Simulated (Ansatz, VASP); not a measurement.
## MgB2 in VASP and in Ansatz

```
Mg B
1.0
     3.11886    0.00000    0.00000
    -1.55943    2.70101    0.00000
     0.00000    0.00000    3.51063
Mg B
1 2
Cartesian
  0.0000 0.0000 0.0000
  1.5594 0.9003 1.7553
  0.0000 1.8007 1.7553
```

Change from the starting cell: biaxial strain in the a-b plane, c and atoms relaxed: +1.5 %.

Alike in both runs: functional PBE; k mesh 15 × 15 × 12; occupations gaussian, width 0.1 eV; no spin polarisation.

Ansatz relaxed the structure, and its values are those at the end. VASP's run is a single point on that final structure, the one shown.

|  | VASP | Ansatz |
| --- | --- | --- |
| version | VASP 6.6.1 | Ansatz 0.2.0 |
| potentials or method | VASP PAW PBE potentials, release 64 (Mg, B) | scalar-relativistic, plane waves, PAW |
| plane-wave cutoff (eV) | 520 | 420 |
| valence electrons in the cell | 8 | 16 |

|  | VASP | Ansatz | Ansatz less VASP |
| --- | --- | --- | --- |
| gap on the k mesh at the Fermi level (eV) | none | none | - |
| pressure (GPa) | -4.5 | -4.2 | +0.26 |

A gap of «none» marks a metal or a gap that the smearing closes. The functional is the same, so the differences come from potentials, cutoffs and numerics. The two sets of potentials don't hold the same shells in valence.
